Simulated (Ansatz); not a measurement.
**KI (Fm-3m), a sublattice moved along a line**

Level of theory: DFT PBE, scalar-relativistic, plane waves, PAW (Ansatz). Settings: plane waves to 420 eV, k-mesh 6×6×6 (Γ-centred), Gaussian smearing 0.05 eV. Spin–orbit coupling is left out, which matters for the heavy elements here. No spin polarisation. Energies are free energies at this smearing, counted from the undisturbed cell; pressure is positive in compression.

The starting cell (as given, not relaxed at this level; it stands at 0.7 GPa):

```yaml
crystal:
  lattice:
    - [0.00000, 3.52455, 3.52455]
    - [3.52455, 0.00000, 3.52455]
    - [3.52455, 3.52455, 0.00000]
  atoms:
    - { symbol: K, position: [0.00000, 0.00000, 0.00000] }
    - { symbol: I, position: [0.50000, 0.50000, 0.50000] }
```

Every K atom is moved by x along the Cartesian unit vector (0.707, -0.707, 0.000); the cell and all other atoms stay fixed.

| x (Å) | ΔE (meV/cell) | force along x on the moved atoms (eV/Å) | pressure (GPa) | gap on the mesh (eV) |
| --- | --- | --- | --- | --- |
| -0.3000 | 51.6 | 0.35 | 1.0 | 4.00 |
| -0.1500 | 12.6 | 0.17 | 0.8 | 3.99 |
| 0.0000 | 0.0 | 0.00 | 0.7 | 3.98 |
| 0.0375 | 0.8 | -0.04 | 0.7 | 3.98 |
| 0.0750 | 3.1 | -0.08 | 0.7 | 3.98 |
| 0.1125 | 7.1 | -0.13 | 0.7 | 3.99 |
| 0.1875 | 19.8 | -0.21 | 0.8 | 3.99 |
| 0.2250 | 28.7 | -0.26 | 0.9 | 3.99 |
| 0.2625 | 39.3 | -0.31 | 1.0 | 4.00 |

By symmetry 0.3000 repeats -0.3000, -0.2250 repeats 0.2250, 0.1500 repeats -0.1500, -0.0750 repeats 0.0750 in energy, with the opposite slope along the path.